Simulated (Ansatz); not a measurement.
# Energy landscape near a Ca structure

Level of theory: Ansatz, DFT PBE, scalar-relativistic, plane waves, PAW.

Plane waves to 420 eV, a k mesh through Γ of 12×12×12 on the computed 1-atom cell and Gaussian smearing (0.10 eV); no spin polarisation.

Reference cell:

```
Ca
1.0
     3.48866    0.00000    0.00000
     0.00000    3.48866    0.00000
     0.00000    0.00000    3.48866
Ca
1
Direct
  0.00000 0.00000 0.00000
```

Each variant moves atoms of this cell by the vectors given, if any (Å), and then applies a symmetric strain (tensor components, Cartesian axes). The reference cell isn't relaxed at this level. Energies are per atom at zero smearing, counted from the lowest variant. Pressure is positive in compression.

1. strain (xx yy zz yz xz xy, %) -1.50 -1.50 -1.50 -4.00 4.00 4.00
2. strain (xx yy zz yz xz xy, %) 2.85 2.85 2.85 0.00 0.00 0.00
3. strain (xx yy zz yz xz xy, %) 3.73 3.73 3.73 4.00 4.00 4.00

```
result  ΔE (meV/atom) P (GPa)
     A           22.8    -0.62
     B            7.2    -0.83
     C            0.0     0.88
```

(1) Which variant gave which result?

## Answers

(1) A is 2, B is 3, C is 1. The pressure falls as the cell grows: from the smallest volume to the largest the variants are 1, 2, 3.

This simple cubic form isn't the element's structure at ambient conditions.